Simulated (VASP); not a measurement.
# Al (Fm-3m) in VASP: further runs

Aim: see how the results for Al move with the level of theory and the settings. Levels: revPBE+D4, PBE. Tasks: relaxation of cell and atoms, single point.

All numbers are computed with VASP 6.6.1; they aren't measurements. Logs are shortened: lines on timing, memory, paths and dates and some standing lists are left out, and cuts for length are marked.

### Step 1. Starting point

The structure is cubic, space group Fm-3m (No. 225). Conventional cell: a = 4.050 Å, b = 4.050 Å, c = 4.050 Å, α = 90.00°, β = 90.00°, γ = 90.00°. Around Al (site symmetry m-3m) lie 12 Al at 2.86 Å.

### Step 2. Relaxation of cell and atoms, revPBE+D4

The input, INCAR:

```
SYSTEM = Al
ALGO     = Normal         ! electronic algorithm
EDIFF    = 1E-7           ! SCF threshold, eV
EDIFFG   = -0.01          ! ionic threshold
ENCUT    = 600            ! plane-wave cutoff, eV
GGA      = RE             ! functional
IBRION   = 2              ! ionic algorithm
ISIF     = 3              ! what is computed and relaxed
ISMEAR   = -1             ! smearing method
IVDW     = 13             ! dispersion correction
LASPH    = .TRUE.         ! aspherical terms in the spheres
LCHARG   = .FALSE.        ! write CHGCAR
LREAL    = .FALSE.        ! projectors in reciprocal space
LWAVE    = .FALSE.        ! write WAVECAR
NELM     = 80             ! most SCF steps
NSW      = 60             ! ionic steps
PREC     = Accurate       ! precision mode
SIGMA    = 0.05           ! smearing width, eV
```

The input, KPOINTS:

```
k-points
0
G
  11 11 11
  0 0 0
```

The input, POSCAR:

```
Al
1.0
    0.0000000000      2.0248050000      2.0248050000
    2.0248050000      0.0000000000      2.0248050000
    2.0248050000      2.0248050000      0.0000000000
Al
1
Direct
    0.0000000000      0.0000000000      0.0000000000
```

Potentials or basis: VASP PAW PBE potentials, release 64 (Al).

The run is started by

```console
> cat potpaw_PBE.64/Al/POTCAR > POTCAR
> mpirun -np 1 vasp_std > vasp.out
```

OUTCAR:

```text
SYSTEM = Al
   EDIFF = 1E-7
   EDIFFG = -0.01
   ENCUT = 600
   GGA = RE
   IBRION = 2
   ISIF = 3
   ISMEAR = -1
   IVDW = 13
   LASPH = .TRUE.
   LREAL = .FALSE.
   NELM = 80
   NSW = 60
   PREC = Accurate

 ion  position               nearest neighbor table
   1  0.000  0.000  0.000-

  LATTYP: Found a face centered cubic cell.
 ALAT       =     4.0496100000

  Lattice vectors:

 A1 = (   0.0000000000,   2.0248050000,   2.0248050000)
 A2 = (   2.0248050000,   0.0000000000,   2.0248050000)
 A3 = (   2.0248050000,   2.0248050000,   0.0000000000)

Analysis of symmetry for initial positions (statically):
=====================================================================
 Subroutine PRICEL returns:
 Original cell was already a primitive cell.

 Routine SETGRP: Setting up the symmetry group for a
 face centered cubic supercell.

 Subroutine GETGRP returns: Found 48 space group operations
 (whereof 48 operations were pure point group operations)
 out of a pool of 48 trial point group operations.

The static configuration has the point symmetry O_h .

Analysis of symmetry for dynamics (positions and initial velocities):
=====================================================================
 Subroutine PRICEL returns:
 Original cell was already a primitive cell.

 Routine SETGRP: Setting up the symmetry group for a
 face centered cubic supercell.

 Subroutine GETGRP returns: Found 48 space group operations
 (whereof 48 operations were pure point group operations)
 out of a pool of 48 trial point group operations.

The dynamic configuration has the point symmetry O_h .

 Subroutine INISYM returns: Found 48 space group operations
 (whereof 48 operations are pure point group operations),
 and found     1 'primitive' translations

----------------------------------------------------------------------------------------

                                     Primitive cell

  volume of cell :      16.6027

  direct lattice vectors                    reciprocal lattice vectors
     0.000000000  2.024805000  2.024805000    -0.246937359  0.246937359  0.246937359
     2.024805000  0.000000000  2.024805000     0.246937359 -0.246937359  0.246937359
     2.024805000  2.024805000  0.000000000     0.246937359  0.246937359 -0.246937359

  length of vectors
     2.863506692  2.863506692  2.863506692     0.427708053  0.427708053  0.427708053

  position of ions in fractional coordinates (direct lattice)
     0.000000000  0.000000000  0.000000000

  ion indices of the primitive-cell ions
   primitive index   ion index
                 1           1

----------------------------------------------------------------------------------------

 KPOINTS: k-points

Automatic generation of k-mesh.
 Grid dimensions read from file:
 generate k-points for:   11   11   11

 Generating k-lattice:

  Cartesian coordinates                     Fractional coordinates (reciprocal lattice)
    -0.022448851  0.022448851  0.022448851     0.090909091  0.000000000  0.000000000
     0.022448851 -0.022448851  0.022448851     0.000000000  0.090909091  0.000000000
     0.022448851  0.022448851 -0.022448851     0.000000000  0.000000000  0.090909091

  Length of vectors
     0.038882550  0.038882550  0.038882550

  Shift w.r.t. Gamma in fractional coordinates (k-lattice)
     0.000000000  0.000000000  0.000000000

 Subroutine IBZKPT returns following result:
 ===========================================

 Found     56 irreducible k-points:

 Following reciprocal coordinates:
            Coordinates               Weight
  0.000000  0.000000  0.000000      1.000000
  0.090909  0.000000  0.000000      8.000000
  0.181818  0.000000  0.000000      8.000000
  0.272727  0.000000  0.000000      8.000000
  0.363636  0.000000  0.000000      8.000000
  0.454545  0.000000  0.000000      8.000000
[... 16 lines left out ...]
 -0.272727  0.181818  0.000000     24.000000
 -0.181818  0.181818  0.000000     12.000000
 [... further k-points ...]
   k-points           NKPTS =     56   k-points in BZ     NKDIM =     56   number of bands    NBANDS=      5
   number of dos      NEDOS =    301   number of ions     NIONS =      1
   total plane-waves  NPLWV =  13824
   dimension x,y,z NGX =    24 NGY =   24 NGZ =   24
   dimension x,y,z NGXF=    48 NGYF=   48 NGZF=   48
   ions per type =               1
   NGX,Y,Z   is equivalent  to a cutoff of  13.93, 13.93, 13.93 a.u.
   NGXF,Y,Z  is equivalent  to a cutoff of  27.87, 27.87, 27.87 a.u.
 SYSTEM =  Al
   PREC   = accura    normal or accurate (medium, high low for compatibility)
   ISTART =      0    job   : 0-new  1-cont  2-samecut
   ICHARG =      2    charge: 1-file 2-atom 10-const
   ISPIN  =      1    spin polarized calculation?
   LNONCOLLINEAR =      F non collinear calculations
   LSORBIT =      F    spin-orbit coupling
   LASPH  =      T    aspherical Exc in radial PAW
   ENCUT  =  600.0 eV  44.10 Ry    6.64 a.u.   5.72  5.72  5.72*2*pi/ulx,y,z
   NELM   =     80;   NELMIN=  2; NELMDL= -5     # of ELM steps
   EDIFF  = 0.1E-06   stopping-criterion for ELM
   LREAL  =      F    real-space projection
   EDIFFG = -.1E-01   stopping-criterion for IOM
   NSW    =     60    number of steps for IOM
   IBRION =      2    ionic relax: 0-MD 1-quasi-New 2-CG
   NFREE  =      1    steps in history (QN), initial steepest desc. (CG)
   ISIF   =      3    stress and relaxation
   ISYM   =      2    0-nonsym 1-usesym 2-fastsym
   POTIM  = 0.5000    time-step for ionic-motion
   TEBEG  =    0.0;   TEEND  =   0.0 temperature during run
   PSTRESS=    0.0 pullay stress
   NELECT =       3.0000    total number of electrons
   NUPDOWN=      -1.0000    fix difference up-down
   EMIN   =  10.00;   EMAX   =-10.00  energy-range for DOS
   EFERMI =   0.00;   METHOD = LEGACY
   ISMEAR =    -1;   SIGMA  =   0.05  broadening in eV -4-tet -1-fermi 0-gaus
   EFERMI_NEDOS =   21; number of points for ismear=-14 and -15
   IALGO  =     38    algorithm
   IMIX   =      4    mixing-type and parameters
     AMIX     =   0.40;   BMIX     =  1.00
     AMIX_MAG =   1.60;   BMIX_MAG =  1.00
  volume/ion in A,a.u.               =      16.60       112.04
  Fermi-wavevector in a.u.,A,eV,Ry     =   0.925526  1.748991 11.654733  0.856599
  Thomas-Fermi vector in A             =   2.051390
   LORBIT       =      0    0 simple, 1 ext, 2 COOP (PROOUT), +10 PAW based schemes
   GGA     = RE    functional components
   LHFCALC =     F    Hartree Fock is set to
   AEXX    =    0.0000 exact exchange contribution
   IVDW    =    13    specifies the selected vdW correction
   LEPSILON=     F    determine dielectric tensor
   LRPA    =     F    only Hartree local field effects (RPA)
 conjugate gradient relaxation of ions
 non-spin polarized calculation
  energy-cutoff  :      600.00
  volume of cell :       16.60
 maximum number of plane-waves:       564
   NGX = 11   NGY = 11   NGZ = 11

--------------------------------------- Ionic step        1  -------------------------------------------

 number of electron       3.0000000 magnetization

 Free energy of the ion-electron system (eV)
  ---------------------------------------------------
  ext. energy  EPLUGINS =         0.00000000
  ---------------------------------------------------
  free energy    TOTEN  =        -3.56386985 eV

  energy without entropy =       -3.55986461  energy(sigma->0) =       -3.56186723

------------------------ aborting loop because EDIFF is reached ----------------------------------------

  DFT-D4 for vdW energy calculation

  Edisp (eV):   -0.56123

  FORCE on cell =-STRESS in cart. coord.  units (eV):
  Direction    XX          YY          ZZ          XY          YZ          ZX
  --------------------------------------------------------------------------------------
  -------------------------------------------------------------------------------------
  Total      -0.49637    -0.49637    -0.49637     0.00000     0.00000     0.00000
  in kB     -47.90012   -47.90012   -47.90012     0.00000     0.00000     0.00000
  external pressure =      -47.90 kB  Pullay stress =        0.00 kB
[... 59 lines left out ...]
  energy  without entropy=       -4.1358151600  energy(sigma->0) =       -4.13776639

--------------------------------------- Ionic step        3  -------------------------------------------

 number of electron       3.0000000 magnetization

 Free energy of the ion-electron system (eV)
  ---------------------------------------------------
  ext. energy  EPLUGINS =         0.00000000
  ---------------------------------------------------
  free energy    TOTEN  =        -3.54483467 eV

  energy without entropy =       -3.54091406  energy(sigma->0) =       -3.54287436

 E-fermi :   8.6486     XC(G=0): -10.3519

 val. band max:        8.6005824109   @ k =  -0.4545   0.3636   0.0000
 cond. band min:       8.6838582589   @ k =   0.4545   0.1818   0.0909
 fundamental gap:      0.0832758481
 Fermi energy:         8.6486176014

 k-point     1 :       0.0000    0.0000    0.0000
  band No.  band energies     occupation
      1      -2.8646      2.00000
      2      21.5550      0.00000
      3      21.5550      0.00000
      4      21.5550      0.00000
      5      23.5726      0.00000

 k-point     2 :       0.0909    0.0000    0.0000
  band No.  band energies     occupation
      1      -2.6318      2.00000
      2      18.6476      0.00000
      3      21.0068      0.00000
      4      21.0068      0.00000
      5      24.0515      0.00000
[... 169 lines left out ...]
 k-point    24 :      -0.1818    0.1818    0.0000
  band No.  band energies     occupation
      1      -0.4021      2.00000
      2      12.5462      0.00000
      3      14.2043      0.00000
      4      21.0013      0.00000
      5      23.0616      0.00000

 [... further k-points ...]

------------------------ aborting loop because EDIFF is reached ----------------------------------------

  DFT-D4 for vdW energy calculation

  Edisp (eV):   -0.59558

  FORCE on cell =-STRESS in cart. coord.  units (eV):
  Direction    XX          YY          ZZ          XY          YZ          ZX
  --------------------------------------------------------------------------------------
  -------------------------------------------------------------------------------------
  Total       0.00145     0.00145     0.00145     0.00000     0.00000     0.00000
  in kB       0.14825     0.14825     0.14825     0.00000     0.00000     0.00000
  external pressure =        0.15 kB  Pullay stress =        0.00 kB
[... 16 lines left out ...]
  FREE ENERGIE OF THE ION-ELECTRON SYSTEM (eV)
  ---------------------------------------------------
  free  energy   TOTEN  =        -4.1404151342 eV

  energy  without entropy=       -4.1364945219  energy(sigma->0) =       -4.13845483

 reached required accuracy - stopping structural energy minimisation
```

Wall time 18 s (1 thread of AMD EPYC 7R43 (Zen 3), shared host); peak memory 0.09 GiB.

What came out:

- Free energy: -4.1404 eV
- Relaxed volume: 15.63 Å³/atom
- Relaxed cell: a = 2.807 Å, b = 2.807 Å, c = 2.807 Å, α = 60.00°, β = 60.00°, γ = 60.00°
- Space group after relaxing (to 0.05 Å): Fm-3m (No. 225)
- Energy gained by relaxing: 15.3 meV/atom
- Ionic steps: 3
- Pressure after relaxing: 0.0 GPa
- Band gap on the k mesh: none (metal or under the smearing width)
- Dispersion energy per atom: -0.596 eV

Step by step:
| step | energy change (eV) | largest force (eV/Å) | pressure (GPa) | volume (Å³) |
| --- | --- | --- | --- | --- |
| 1 | 0.0000 | 0.0000 | -4.79 | 16.60 |
| 2 | -0.0146 | 0.0000 | 1.16 | 15.44 |
| 3 | -0.0153 | 0.0000 | 0.01 | 15.63 |

Final structure:
```
CELL_PARAMETERS angstrom
0.00000 1.98450 1.98450
1.98450 0.00000 1.98450
1.98450 1.98450 0.00000
ATOMIC_POSITIONS crystal
Al 0.00000 0.00000 0.00000
```

Levels at points of the mesh, in eV from the Fermi level:
```tsv
k point	band 1	band 2	band 3	band 4
(0.00, 0.00, 0.00)	-11.51	12.91	12.91	12.91
```

Caveat: the PAW data sets were made with another functional, which shifts forces and pressure a little; pairwise dispersion overbinds metals, which lowers pressure and volume.

### Step 3. Single point, PBE (grid = ENCUT=400 dk=0.27 cell=3x3x3 ISMEAR=1 SIGMA=0.1 LREAL=Auto EDIFF=1e-06)

The input, INCAR:

```
PREC = Accurate ; ENCUT = 400
EDIFF = 1E-6 ; ISMEAR = 1
SIGMA = 0.1 ; LREAL = Auto
LASPH = True ; NELM = 120
ALGO = Fast ; ISIF = 2
LWAVE = False ; LCHARG = False
GGA = PE ; NBANDS = 68
```

The input, KPOINTS:

```
Automatic mesh
0
Gamma
  4 4 4
```

The input, POSCAR:

```
Al
1.0
    0.0000000000      6.0744150000      6.0744150000
    6.0744150000      0.0000000000      6.0744150000
    6.0744150000      6.0744150000      0.0000000000
Al
27
Direct
    0.0000000000      0.0000000000      0.0000000000
    0.0000000000      0.0000000000      0.3333333333
    0.0000000000      0.0000000000      0.6666666667
    0.0000000000      0.3333333333      0.0000000000
    0.0000000000      0.3333333333      0.3333333333
    0.0000000000      0.3333333333      0.6666666667
    0.0000000000      0.6666666667      0.0000000000
    0.0000000000      0.6666666667      0.3333333333
    0.0000000000      0.6666666667      0.6666666667
    0.3333333333      0.0000000000      0.0000000000
    0.3333333333      0.0000000000      0.3333333333
    0.3333333333      0.0000000000      0.6666666667
    0.3333333333      0.3333333333      0.0000000000
    0.3333333333      0.3333333333      0.3333333333
    0.3333333333      0.3333333333      0.6666666667
    0.3333333333      0.6666666667      0.0000000000
    0.3333333333      0.6666666667      0.3333333333
    0.3333333333      0.6666666667      0.6666666667
    0.6666666667      0.0000000000      0.0000000000
    0.6666666667      0.0000000000      0.3333333333
    0.6666666667      0.0000000000      0.6666666667
    0.6666666667      0.3333333333      0.0000000000
    0.6666666667      0.3333333333      0.3333333333
    0.6666666667      0.3333333333      0.6666666667
    0.6666666667      0.6666666667      0.0000000000
    0.6666666667      0.6666666667      0.3333333333
    0.6666666667      0.6666666667      0.6666666667
```

Potentials or basis: VASP PAW PBE potentials, release 64 (Al).

The run is started by

```console
> cat potpaw_PBE.64/Al/POTCAR > POTCAR
> mpirun -np 1 vasp_std > vasp.out
```

Run time: 1.8 min. Hardware: 1 thread of Intel Xeon 6975P-C (Granite Rapids), shared host; peak memory 0.43 GiB.

The run converged, but some of its settings lie outside the range that counts as converged, so its numbers aren't taken as properties of the crystal.

What came out:

| Item | Value |
| --- | --- |
| Free energy | -101.3462 eV |
| Pressure | -0.4 GPa |
| Band gap on the k mesh | none (metal or under the smearing width) |

### Step 4. Single point, PBE (grid = ENCUT=400 dk=0.6 cell=3x3x3 ISMEAR=1 SIGMA=0.1 LREAL=Auto EDIFF=1e-06)

INCAR is that of step 3.

The input, KPOINTS:

```
Automatic mesh
0
Gamma
  2 2 2
```

POSCAR is that of step 3.

The run is started by

```console
> cat potpaw_PBE.64/Al/POTCAR > POTCAR
> mpirun -np 1 vasp_std > vasp.out
```

Run time: 50 s. Hardware: 1 thread of Intel Xeon 6975P-C (Granite Rapids), shared host; peak memory 0.39 GiB.

The run converged, but some of its settings lie outside the range that counts as converged, so its numbers aren't taken as properties of the crystal.

Results:

| Property | Result |
| --- | --- |
| Free energy | -102.8920 eV |
| Pressure | 0.0 GPa |
| Band gap on the k mesh | none (metal or under the smearing width) |

Caveat: the k mesh is coarse (spacing up to 0.45 Å⁻¹), so the values aren't converged.

(Part 1 of 2 ends here.)
